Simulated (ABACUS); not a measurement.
Here is an ABACUS 3.10.1 calculation.

The input INPUT:

```
INPUT_PARAMETERS
suffix              CaF2
calculation         scf
basis_type          pw
pseudo_dir          ./
symmetry            1
dft_functional      pbesol
ecutwfc             84
pseudo_rcut         7
nspin               1
nbands              16
ks_solver           dav
smearing_method     fd
smearing_sigma      0.00367493
scf_thr             1e-08
scf_nmax            100
mixing_type         broyden
mixing_beta         0.7
cal_force           1
cal_stress          1
kpar                4
```

Contents of STRU:

```
ATOMIC_SPECIES
Ca 40.0780 Ca.upf
F 18.9984 F.upf

LATTICE_CONSTANT
1.8897261246

LATTICE_VECTORS
0.0000000000 2.7310000000 2.7310000000
2.7310000000 0.0000000000 2.7310000000
2.7310000000 2.7310000000 0.0000000000

ATOMIC_POSITIONS
Direct

Ca
0.0
1
0.0000000000 0.0000000000 0.0000000000 1 1 1

F
0.0
2
0.7500000000 0.7500000000 0.7500000000 1 1 1
0.2500000000 0.2500000000 0.2500000000 1 1 1
```

Contents of KPT:

```
K_POINTS
0
Gamma
8 8 8 0 0 0
```

Potentials or basis: PseudoDojo NC SR 0.4.1 PBEsol standard, plane waves.

Run with:

```bash
$ OMP_NUM_THREADS=1 mpirun -np 4 abacus > log
```

Task: Predict the band gap on the k mesh.

Result: 7.14 eV, indirect (least direct gap 7.40 eV).

Task: Predict the pressure.

Result: -2.1 GPa.

A k mesh can miss the band edges. As with any semilocal functional, this PBEsol gap is likely too small.
